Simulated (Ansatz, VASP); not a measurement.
One calculation of HfN, two programs

```
CELL_PARAMETERS angstrom
0.00000 2.34730 2.34730
2.34730 0.00000 2.34730
2.34730 2.34730 0.00000
ATOMIC_POSITIONS crystal
Hf 0.00000 0.00000 0.00000
N 0.50000 0.50000 0.50000
```

Alike in both runs: task single point; functional PBE; k mesh 16 × 16 × 16; occupations gaussian, width 0.1 eV; no spin polarisation.

|  | VASP | Ansatz |
| --- | --- | --- |
| version | VASP 6.6.1 | Ansatz 0.2.0 |
| potentials or method | VASP PAW PBE potentials, release 64 (Hf_pv, N) | scalar-relativistic, plane waves, PAW |
| plane-wave cutoff (eV) | 520 | 420 |
| valence electrons in the cell | 15 | 31 |

Ansatz gave:

| Quantity | Value |
| --- | --- |
| gap on the k mesh at the Fermi level (eV) | none |
| pressure (GPa) | -20.5 |

Task: What did VASP give for the same quantities?

Result: gap on the k mesh at the Fermi level (eV): none; pressure (GPa): -22.4.

A gap of «none» marks a metal or a gap that the smearing closes. The two sets of potentials don't hold the same shells in valence.

Caveats: so large a pressure means that the cell lies far from this level's equilibrium, or that cutoff or potentials fall short (VASP). Spin-orbit coupling is left out, which matters for the levels of Hf.
